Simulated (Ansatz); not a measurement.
The system is MnF2.

```
CELL_PARAMETERS angstrom
4.87380 0.00000 0.00000
0.00000 4.87380 0.00000
0.00000 0.00000 3.31070
ATOMIC_POSITIONS crystal
Mn 0.50000 0.50000 0.50000
Mn 0.00000 0.00000 0.00000
F 0.80530 0.19470 0.50000
F 0.69470 0.69470 0.00000
F 0.19470 0.80530 0.50000
F 0.30530 0.30530 0.00000
```

Base run:

* Program: Ansatz 0.2.0
* Functional: HSE06
* Potentials or basis: Ansatz PAW
* Cutoff: 420 eV (not typed: the program's choice for these potentials)
* k mesh: 4 × 4 × 6
* Occupations: fermi-dirac, width 0.05 eV
* Spin: collinear spin, ferromagnetic start
* Starting moments: [4.0, 4.0, 0.0, 0.0, 0.0, 0.0] μB

Its results: band gap on the k mesh 3.67 eV, direct; pressure 1.5 GPa; net moment 10.00 μB per cell; site moments Mn +4.28; F +0.08 μB; largest force 0.009 eV/Å.

Task: The run is repeated on the same cell with these changes: functional from HSE06 to PBE0. What comes out?

Result: Band gap on the k mesh 4.42 eV, direct; pressure 1.4 GPa; net moment 10.00 μB per cell; site moments Mn +4.28; F +0.08 μB; largest force 0.008 eV/Å.

Caveats: the magnetic or orbital state may not be the lowest; only a ferromagnetic start was run, and an antiferromagnetic order may lie lower in energy; the PAW data sets come from PBE, with cores solved anew for the run's functional, which leaves a small shift of forces and pressure; the thresholds are loose for stress.
